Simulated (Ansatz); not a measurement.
**Li: pressure up to the limit of the methods**

An exercise on one series of results from a longer session: the logs are not shown, and one member is left open.

Computed with Ansatz 0.2.0 (DFT PBE, with the methods named in each step, unless a step's input says otherwise).

## The structure to begin with

Symmetry: P6/mmm, No. 191, hexagonal system. Conventional cell: a = 4.924 Å, b = 4.924 Å, c = 2.897 Å, α = 90.00°, β = 90.00°, γ = 120.00°. Li (site symmetry 6/mmm) is surrounded by 14 Li at 2.90 to 3.19 Å. Li (site symmetry -6m2) is surrounded by 11 Li at 2.84 to 3.19 Å.

Coordinates:

```
CELL_PARAMETERS angstrom
4.92415 0.00000 0.00000
-2.46208 4.26444 0.00000
0.00000 0.00000 2.89707
ATOMIC_POSITIONS crystal
Li 0.00000 0.00000 0.00000
Li 0.33333 0.66667 0.50000
Li 0.66667 0.33333 0.50000
```

Whether this phase is the stable one at these pressures isn't tested.

Atoms are numbered in the order of the input: Li1, Li2, Li3.

The first run:

Contents of input.yaml:

```yaml
crystal:
  lattice:
    - [4.9241535908, 0.0, 0.0]
    - [-2.4620767954, 4.2644421018, 0.0]
    - [0.0, 0.0, 2.8970652689]
  atoms:
    - { symbol: Li, position: [0.0, 0.0, 0.0] }
    - { symbol: Li, position: [0.3333333333, 0.6666666667, 0.5] }
    - { symbol: Li, position: [0.6666666667, 0.3333333333, 0.5] }
kpoints:
  mp_grid: { grid: [8, 8, 11] }
  band_path:
    path:
      - [0.0, 0.0, 0.0]
      - [0.5, 0.0, 0.0]
      - [0.3333333333, 0.3333333333, 0.0]
      - [0.0, 0.0, 0.0]
      - [0.0, 0.0, 0.5]
      - [0.5, 0.0, 0.5]
      - [0.3333333333, 0.3333333333, 0.5]
      - [0.0, 0.0, 0.5]
      - [0.5, 0.0, 0.5]
    npoints: 14
scf:
  occupations: { method: fermi_dirac, width: 0.08 }
hamiltonian:
  xc: pbe
  pseudopotentials: { kind: all_electron, lapw: { basis_error: 0.001 } }
output:
  forces: true
  stress: true
  eigenvalues: true
  populations: true
  dos: { projected: true, de: 0.2, e_range: [-14, 8] }
```

Command:

```bash
ansatz run input.yaml --threads 1 --pin off --max-ram 3072MiB --backend cpu --events-out ev --progress --plain --runs-dir out
```

Steps of the session up to this table: The reference volume, LAPW; Volume scaled by 1, crystal datasets; Volume scaled by 1, norm-conserving; Volume scaled by 0.85, LAPW; Volume scaled by 0.85, norm-conserving; Volume scaled by 0.75, LAPW; Volume scaled by 0.75, norm-conserving; Volume scaled by 0.45, LAPW; Volume scaled by 0.45, norm-conserving; Volume scaled by 0.4, LAPW; Volume scaled by 0.4, crystal datasets; Volume scaled by 0.4, norm-conserving.

One table of the session follows, with a row left open; its other results are not shown here.

| method | volume over the first | volume (Å³/atom) | pressure (GPa) |
| --- | --- | --- | --- |
| LAPW | 1 | 20.278 | 0.01 |
| LAPW | 0.85 | 17.237 | 2.92 |
| LAPW | 0.75 | 15.209 | 6.36 |
| LAPW | 0.45 | 9.125 | 41.24 |
| LAPW | 0.4 | 8.111 | 57.59 |
| PAW | 1 | 20.278 | 0.00 |
| PAW | 0.85 | ? | ? |
| PAW | 0.75 | 15.209 | 6.35 |
| PAW | 0.45 | 9.125 | 41.23 |
| PAW | 0.4 | 8.111 | 57.58 |
| PAW (source ansatz) | 0.4 | 8.111 | 57.60 |
| crystal datasets | 1 | 20.278 | 0.00 |
| crystal datasets | 0.4 | 8.111 | 57.59 |
| norm-conserving | 1 | 20.278 | 0.01 |
| norm-conserving | 0.85 | 17.237 | 2.92 |
| norm-conserving | 0.75 | 15.209 | 6.35 |
| norm-conserving | 0.45 | 9.125 | 41.24 |
| norm-conserving | 0.4 | 8.111 | 57.62 |

**Question.** Estimate the row for PAW, 0.85.

**Answer.** volume (Å³/atom): 17.237; pressure (GPa): 2.91.

Limits of these values: Warnings in the runs' records: crystal datasets made.
